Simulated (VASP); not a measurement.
PbS (Galena), 2 atoms in the cell. It takes space group Fm-3m (No. 225, cubic). The conventional cell has a = 5.975 Å, b = 5.975 Å, c = 5.975 Å, α = 90.00°, β = 90.00°, γ = 90.00°. Around Pb (site symmetry m-3m) lie 6 S at 2.99 Å. Around S (site symmetry m-3m) lie 6 Pb at 2.99 Å. 

- Program: VASP 6.6.1
- Task: relaxation of the atoms
- Functional: r2SCAN
- Potentials or basis: VASP PAW PBE potentials, release 64 (Pb_d, S)
- Cutoff: 600 eV
- k mesh: 8 × 8 × 8
- Occupations: gaussian, width 0.03 eV
- Spin: no spin polarisation
- Further INCAR settings: ALGO = Normal; EDIFF = 1e-07; IBRION = 2; EDIFFG = -0.01; NSW = 40

Potentials or basis: VASP PAW PBE potentials, release 64 (Pb_d, S).

The run is started by

```bash
$ cat potpaw_PBE.64/Pb_d/POTCAR potpaw_PBE.64/S/POTCAR > POTCAR
$ mpirun -np 1 vasp_std > vasp.out
```

Hardware: 1 thread of Intel(R) Xeon(R) 6975P-C (Granite Rapids) (shared host).

Q: How long does it take, and how much memory?

A: It took 59 s on 1 thread of Intel(R) Xeon(R) 6975P-C (Granite Rapids) (shared host), peak memory 0.22 GiB. Counts: scf iterations 20, k points 29, ion steps 1.
